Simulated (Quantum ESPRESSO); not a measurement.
# Moving spin-orbit coupling in W

Symmetry: Im-3m, No. 229, cubic system. The conventional cell has a = 3.165 Å, b = 3.165 Å, c = 3.165 Å, α = 90.00°, β = 90.00°, γ = 90.00°. Around W (site symmetry m-3m) lie 8 W at 2.74 Å.

Kept alike: task band structure; functional PBE; k mesh 12 × 12 × 12; occupations fermi-dirac, width 0.05 eV. Program: Quantum ESPRESSO, potentials by row: PseudoDojo 0.4.1 SR PBE standard (off); PseudoDojo 0.4 FR PBE standard (on), cutoff 1007 eV. The mesh is that of the run's cell of 1 atom.

```csv
spin-orbit coupling,pressure (GPa)
off,5.92
on,7.05
```

Pressure is positive in compression; the values hold the error of the finite cutoff, so their zero can differ a little from the energy's minimum. For a metal such a mesh leaves the last digits unconverged.

Task: What does spin-orbit coupling change here?

Result: The pressure runs from 5.92 (off) to 7.05 GPa (on).
